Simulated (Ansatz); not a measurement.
# Deforming In

```xyz
1
Lattice="-1.6261 1.6261 2.4739 1.6261 -1.6261 2.4739 1.6261 1.6261 -2.4739" Properties=species:S:1:pos:R:3 pbc="T T T"
In    0.0000    0.0000    0.0000
```

The conventional cell has a = 3.252 Å, b = 3.252 Å, c = 4.948 Å, α = 90.00°, β = 90.00°, γ = 90.00°. Around In (atom 1) lie 12 In at 3.25 to 3.38 Å.

The cell comes from COD entry 9017523, which wasn't checked; take it as a given geometry.

Spin–orbit coupling is left out, though it moves levels of the heavy atoms by tenths of an eV or more.

Method: DFT, LDA, all-electron LAPW, scalar-relativistic in Ansatz 0.2.0.

Settings: a Γ-centred 14×14×14 k mesh, Fermi–Dirac smearing of 0.05 eV, basis error target 0.5 meV/atom, no spin polarisation.

The unchanged cell is at -2.67 GPa.

In a metal, stresses and small energies carry noise from the k mesh.

x, y and z are the Cartesian axes of the cell as listed; fractional coordinates follow a strain, and an engineering shear is twice the off-diagonal strain component.

(1) One change gave: energy change under 1 meV/atom; stress change (xx, yy, zz, yz, xz, xy) 0.03, 0.03, -0.04, 0.03, 0.03, 0.07 GPa, compression positive. Which change was it?
A. equal xy, yz and zx engineering shear strains of -1 %
B. equal xy, yz and zx engineering shear strains of +1 %
C. equal xy, yz and zx engineering shear strains of -2 %
D. equal xy, yz and zx engineering shear strains of +2 %

Results:

(1) A. For equal xy, yz and zx engineering shear strains of -2 %: energy change under 1 meV/atom; stress change (xx, yy, zz, yz, xz, xy) 0.11, 0.11, -0.15, 0.13, 0.13, 0.20 GPa, compression positive. For equal xy, yz and zx engineering shear strains of +1 %: energy change under 1 meV/atom; stress change (xx, yy, zz, yz, xz, xy) 0.02, 0.02, -0.02, -0.02, -0.02, -0.05 GPa, compression positive. For equal xy, yz and zx engineering shear strains of +2 %: energy change under 1 meV/atom; stress change (xx, yy, zz, yz, xz, xy) 0.09, 0.09, -0.10, -0.03, -0.03, -0.09 GPa, compression positive.
